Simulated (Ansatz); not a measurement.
A plane-wave DFT run in Ansatz 0.2.0 (scalar-relativistic PAW potentials unless the input names others): input and command.

```yaml
crystal:
  lattice:
    - [3.058235525, 0.0, 0.0]
    - [-1.5291177625, 2.6485096554, 0.0]
    - [0.0, 0.0, 10.0280565388]
  atoms:
    - { symbol: Li, position: [0.0, 0.0, 0.0] }
    - { symbol: Li, position: [0.3333333333, 0.6666666667, 0.25] }
    - { symbol: Li, position: [0.0, 0.0, 0.5] }
    - { symbol: Li, position: [0.6666666667, 0.3333333333, 0.75] }
basis:
  ecutwfc: 420
  ecutrho_ratio: 12
kpoints:
  mp_grid: { grid: [15, 15, 4] }
hamiltonian:
  xc: pbe
scf:
  occupations: { method: gaussian, width: 0.1 }
  n_extra_bands: 32
output:
  forces: true
  eigenvalues: true
  stress: true
```

```bash
ansatz run input.yaml --threads 1 --pin off --max-ram 2560MiB --backend cpu --events-out ev --progress --plain --runs-dir out
```

Abridged log:
```
scf.n_extra_bands = 32 over 6 filled bands (N_el = 12.0): the run solves 38 bands
Pseudopotentials: kind: paw
Pseudopotential: Li, paw, valence charge 3, recommended cutoff 420 eV (normal)
Functional definition: PBE
Crystal: 4 atoms, lattice volume = 81.225 Å³
Basis set: ecut = 420 eV, 1569 PW (Γ), exchange–correlation on 72×72×240 points (8 copies of the dense FFT grid, shifted against one another)
Bands: 38, of which v1, the nominal top of the filled ones, is band 6 counted from 1 (5 counted from 0)
Symmetry: 24 space group operations
Space group: P63/mmc (ITA 194), of the structure as read, at distance tolerance 4.3e-5 Å
k-points: 81 of 900
Initial density: superposition of atomic densities (neutral atoms: chi_scale 0, normalization atom), corrected by the library's trained network
Initial wavefunctions: pseudopotential atomic-orbital guess
Functional: x = pbe(κ = 0.804, μ = 0.21951497), c = pbe(β = 0.06672455)
SCF iter   1: F=—  HF=-818.755141 eV  |F-HF|=—  |Δ(HF+E_count)|=         —  Δρ=1.68e-4  dr2=4.20e-5  ethr=1.77e-3  ⟨swp⟩=4.9  Hψ=10589  notcnv=0  defer=1354
SCF iter   2: F=—  HF=-818.755093 eV  |F-HF|=—  |Δ(HF+E_count)|=   4.81e-5  Δρ=1.08e-4  dr2=1.96e-5  ethr=3.50e-7  ⟨swp⟩=2.5  Hψ=4121  notcnv=0  defer=1466
SCF iter   3: F=—  HF=-818.755093 eV  |F-HF|=—  |Δ(HF+E_count)|=   7.78e-7  Δρ=1.36e-5  dr2=4.43e-7  ethr=1.63e-7  ⟨swp⟩=1.6  Hψ=1160  notcnv=0  defer=1466
SCF iter   4: F=-818.755093 eV  HF=-818.755093 eV  |F-HF|=1.16e-8  |Δ(HF+E_count)|=   1.72e-7  Δρ=4.18e-6  dr2=3.08e-8  ethr=3.69e-9  ⟨swp⟩=1.5  Hψ=1144  notcnv=0  defer=1466
SCF iter   5: F=-818.755093 eV  HF=-818.755093 eV  |F-HF|=3.85e-10  |Δ(HF+E_count)|=   4.23e-9  Δρ=9.65e-7  dr2=1.42e-9  ethr=2.57e-10  ⟨swp⟩=1.4  Hψ=1127  notcnv=0  defer=1466
SCF iter   6: F=-818.755093 eV  HF=-818.755093 eV  |F-HF|=1.23e-11  |Δ(HF+E_count)|=  6.15e-11  Δρ=1.87e-7  dr2=5.46e-11  ethr=1.18e-11  ⟨swp⟩=6.1  Hψ=15274  notcnv=0
SCF 1 converged in 6 iterations: F = -818.755093 eV  dr2 = 5.46e-11
SCF converged after 6 iterations
Free energy (F): -818.755093 eV
Harris-Foulkes:  -818.755093 eV  (|F-HF|=1.23e-11)
Internal energy: -818.744693 eV  (E = F + TS)
E sigma→0 (E₀):  -818.749893 eV
Entropy (-TS):   -0.010400 eV (-2.600 meV/atom)
Fermi energy:    1.020375 eV
--- Forces (eV/Å), atoms counted from 1 ---
  atom   1  Li     0.00000000     0.00000000     0.00000000
  atom   2  Li     0.00000000     0.00000000     0.00000000
  atom   3  Li     0.00000000     0.00000000     0.00000000
  atom   4  Li     0.00000000     0.00000000     0.00000000
--- Stress (GPa, compression-positive) ---
       -0.061867       0.000000       0.000000
        0.000000      -0.061867       0.000000
        0.000000       0.000000      -0.061689
  P = ⅓ Tr σ = -0.0618 GPa (-0.618 kbar)
```

Apart from outputs and the relaxation, which only the reference makes, the input differs from a reference run on usual settings in basis.ecutrho_ratio: not typed → 12; scf.n_extra_bands: not typed → 32. The reference, at the same geometry, ended its own course with pressure -0.06 GPa, largest force 0.000 eV/Å, no gap on the mesh. This run converged in 6 SCF iterations with an energy at zero smearing within 0.01 meV/atom of the reference's, pressure -0.06 GPa, largest force 0.000 eV/Å, no gap on the mesh.

The run took 7.1 s on 1 thread of Arm Neoverse V2, with other jobs on the host, peak memory 0.49 GiB.